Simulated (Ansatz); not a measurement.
**CaSe in the rocksalt structure**

Method: PBEsol, scalar-relativistic; no spin polarisation; PAW, 420 eV, Γ-centred 10×10×10 mesh, 0.05 eV Gaussian smearing; code Ansatz. The datasets are Ansatz's generated set soft_2.

```yaml
crystal:
  lattice:
    - [0.00000, 2.93427, 2.93427]
    - [2.93427, 0.00000, 2.93427]
    - [2.93427, 2.93427, 0.00000]
  atoms:
    - { symbol: Ca, position: [0.50000, 0.50000, 0.50000] }
    - { symbol: Se, position: [0.00000, 0.00000, 0.00000] }
```

The compound is reported in the structure type of the start.

The cell is relaxed to zero pressure at this level.

```
Space group                                           : Fm-3m (No. 225)
Volume                                                : 25.26 Å³/atom
Formation energy from the elements (0 K, uncorrected) : -2.05 eV/atom
Bulk modulus (Birch–Murnaghan)                        : 52 GPa
Pressure derivative B0′                               : 4.1
Elastically stable                                    : yes
```

Question: Estimate the band gap at this level of theory (PBEsol).

Answer: 1.88 eV.

Question: Fill in the shear modulus (Hill) (PBEsol).

Answer: 35 GPa.

Shannon's ionic radii give a check on the bond lengths: Ca²⁺ with 6 neighbours 1.00 Å + Se²⁻ 1.98 Å = 2.98 Å against a computed mean of 2.93 Å. Sums and bonds agree within 3 %, so ion sizes set the bond lengths.

Formal charges Ca²⁺, Se²⁻ balance and leave closed shells on every ion, so a band insulator is expected, and the gap is 1.88 eV.

**What was measured.** A printed reference work, textbook reports, for a bulk crystal of CaSe: lattice constant a 5.924 Å.

From a printed reference work, monograph, original work of 1988, for a bulk crystal of CaSe at 2 K: band gap 3.85 eV (indirect).

**Against experiment.** Against the measured lattice constant a of CaSe, 5.924 Å (a printed reference work, textbook), the calculated 5.869 Å is off by -0.9 %. The calculation is for a static lattice, without zero-point motion or thermal expansion. Measured gap of CaSe: 3.85 eV (indirect; 2 K; a printed reference work, monograph, original work of 1988). This calculation gives 1.88 eV (-1.97 eV). So large a miss can be the level of theory's own, or it may mean another phase, state or a wrong row. Kohn–Sham gaps of semilocal functionals mostly fall below measured ones. Temperature and excitons aren't in the calculation.

Semilocal functionals underestimate band gaps, commonly by a third or more.
